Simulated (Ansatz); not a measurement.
# Rh (simple hexagonal type): the cost of one run

Program: Ansatz 0.2.0. Level of theory: DFT PBE, with the methods named in each step. These are calculated values, not measurements.

## 1. Starting point

The structure is hexagonal, space group P6/mmm (No. 191). The conventional cell has a = 2.639 Å, b = 2.639 Å, c = 2.546 Å, α = 90.00°, β = 90.00°, γ = 120.00°. Around Rh (site symmetry 6/mmm) lie 8 Rh at 2.55 to 2.64 Å.

Coordinates:

```cif
data_structure
_symmetry_space_group_name_H-M 'P6/mmm'
_symmetry_Int_Tables_number 191
_cell_length_a 2.6388
_cell_length_b 2.6388
_cell_length_c 2.5458
_cell_angle_alpha 90.000
_cell_angle_beta 90.000
_cell_angle_gamma 120.000
_cell_volume 15.35
loop_
_atom_site_label
_atom_site_type_symbol
_atom_site_symmetry_multiplicity
_atom_site_Wyckoff_symbol
_atom_site_fract_x
_atom_site_fract_y
_atom_site_fract_z
_atom_site_occupancy
Rh1 Rh 1 a 0.00000 0.00000 0.00000 1
```

The file gives the conventional cell by its symmetry; the runs use the cell typed in the input.

Whether this phase is the stable one at these pressures isn't tested.

## 2. The reference volume, LAPW

input.yaml reads:

```yaml
crystal:
  lattice:
    - [2.638768208, 0.0, 0.0]
    - [-1.319384104, 2.2852403028, 0.0]
    - [0.0, 0.0, 2.5457552804]
  atoms:
    - { symbol: Rh, position: [0.0, 0.0, 0.0] }
kpoints:
  mp_grid: { grid: [17, 17, 15] }
  band_path:
    path:
      - [0.0, 0.0, 0.0]
      - [0.5, 0.0, 0.0]
      - [0.3333333333, 0.3333333333, 0.0]
      - [0.0, 0.0, 0.0]
      - [0.0, 0.0, 0.5]
      - [0.5, 0.0, 0.5]
      - [0.3333333333, 0.3333333333, 0.5]
      - [0.0, 0.0, 0.5]
      - [0.5, 0.0, 0.5]
    npoints: 14
scf:
  occupations: { method: fermi_dirac, width: 0.1 }
hamiltonian:
  xc: pbe
  pseudopotentials: { kind: all_electron, lapw: { basis_error: 0.001 } }
output:
  forces: true
  stress: true
  eigenvalues: true
  populations: true
  dos: { projected: true, de: 0.2, e_range: [-14, 8] }
```

On the command line:

```sh
$ ansatz run input.yaml --threads 1 --pin off --max-ram 2048MiB --backend cpu --events-out ev --progress --plain --runs-dir out
```

Q: Estimate wall time and peak memory on 1 thread of Arm Neoverse V1, shared host.

About 28 s, with a peak of 0.43 GiB.
